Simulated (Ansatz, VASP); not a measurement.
## BAs in VASP and in Ansatz

```
As B
1.0
     0.00000    2.38850    2.38850
     2.38850    0.00000    2.38850
     2.38850    2.38850    0.00000
As B
1 1
Cartesian
  3.5827 3.5827 3.5827
  0.0000 0.0000 0.0000
```

Alike in both runs: task single point; functional PBE; k mesh 10 × 10 × 10; occupations gaussian, width 0.013 eV; no spin polarisation.

|  | VASP | Ansatz |
| --- | --- | --- |
| version | VASP 6.6.1 | Ansatz 0.2.0 |
| potentials or method | VASP PAW PBE potentials, release 64 (As, B) | Ansatz PAW |
| plane-wave cutoff (eV) | 520 | 420 |
| valence electrons in the cell | 8 | 18 |

Ansatz gave:

| Quantity | Value |
| --- | --- |
| gap on the k mesh at the Fermi level (eV) | 1.18 |
| least direct gap on the mesh (eV) | 3.28 |
| pressure (GPa) | 2.8 |

Estimate VASP's values.

gap on the k mesh at the Fermi level (eV): 1.18; least direct gap on the mesh (eV): 3.28; pressure (GPa): 3.4.

The functional is the same, so the differences come from potentials, cutoffs and numerics. The two sets of potentials don't hold the same shells in valence.

A k mesh can miss the band edges.
